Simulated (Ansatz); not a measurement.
A surface is cut from this relaxed crystal of ZrN:

```xyz
2
Lattice="0.0000 2.2973 2.2973 2.2973 0.0000 2.2973 2.2973 2.2973 0.0000" Properties=species:S:1:pos:R:3 pbc="T T T"
Zr    0.0000    0.0000    0.0000
N     2.2973    2.2973    2.2973
```

Miller indices refer to the conventional cell of Fm-3m (No. 225), a = 4.595 Å, b = 4.595 Å, c = 4.595 Å, α = 90.00°, β = 90.00°, γ = 90.00°.

The (100) slab of 5 planes, 9.2 Å thick with 15 Å of vacuum as cut; outer planes ZrN (top) and ZrN (bottom).

Theory: Ansatz 0.2.0, DFT PBE, scalar-relativistic, plane waves, PAW. Plane waves to 420 eV, a k mesh through Γ of 11×11×1 on the computed 10-atom cell and Gaussian smearing (0.10 eV); no spin polarisation. The cell repeats along c with a dipole correction in the vacuum.

Results for the relaxed slab:

| Item | Value |
| --- | --- |
| Surface energy (mean of both faces) | 1.39 J/m² |
| Work function | 2.33 eV |

Relaxation lowers the energy by 0.238 J/m² a face; the largest move is 0.118 Å.

| plane (bottom to top) | atoms | spacing to next, bulk (Å) | relaxed (Å) | change (%) | rumpling (Å) |
| --- | --- | --- | --- | --- | --- |
| 1 | ZrN | 2.297 | 2.272 | -1.1 | 0.182 |
| 2 | ZrN | 2.297 | 2.295 | -0.1 | 0.005 |
| 3 | ZrN | 2.297 | 2.295 | -0.1 | 0.000 |
| 4 | ZrN | 2.297 | 2.272 | -1.1 | 0.005 |
| 5 | ZrN |  |  |  | 0.182 |

Spin polarisation was left out, and a magnetic state may lie lower. In some of the runs charge leaks into the vacuum, so their work functions can be off.